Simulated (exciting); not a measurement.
Input of an exciting (release sodium) run:

File input.xml:

```xml
<input>
  <title>PtSe2</title>
  <structure speciespath="./" tshift="false">
    <crystal scale="1">
      <basevect>7.037340088106 0.000000000000 0.000000000000</basevect>
      <basevect>-3.518670044053 6.094515291383 0.000000000000</basevect>
      <basevect>0.000000000000 0.000000000000 9.565793642856</basevect>
    </crystal>
    <species speciesfile="Pt.xml" rmt="2.3">
      <atom coord="0.000000000000 0.000000000000 0.000000000000"/>
    </species>
    <species speciesfile="Se.xml" rmt="2">
      <atom coord="0.666666666700 0.333333333300 0.750000000000"/>
      <atom coord="0.333333333300 0.666666666700 0.250000000000"/>
    </species>
  </structure>
  <groundstate do="fromscratch" ngridk="8 8 5" rgkmax="9" gmaxvr="14" lmaxapw="10" lmaxmat="10" lmaxvr="8" xctype="GGA_PBE_SOL" stype="Fermi Dirac" swidth="0.00183747" nempty="16" ValenceRelativity="iora*" epsengy="1e-05" epspot="1e-05" maxscl="60" tforce="true" outputlevel="normal"/>
</input>
```

Potentials or basis: all-electron LAPW+lo, shipped species files, valence relativity iora*.

The run is started by

```sh
$ OMP_NUM_THREADS=1 exciting_smp
```

Task: What does it give for the largest force?

Result: 0.382 eV/Å.

Task: Predict the band gap on the k mesh.

Result: None (metal or under the smearing width).

Forces in eV/Å, atoms in the order of the input:
```
Pt   0.000  0.000  0.000
Se   0.000  0.000 -0.382
Se   0.000  0.000  0.382
```

Caveat: the log's total energy holds no entropy term; the free energy is that total less TS from the occupations. The run has no spin-orbit coupling, so splittings on Pt are missing.
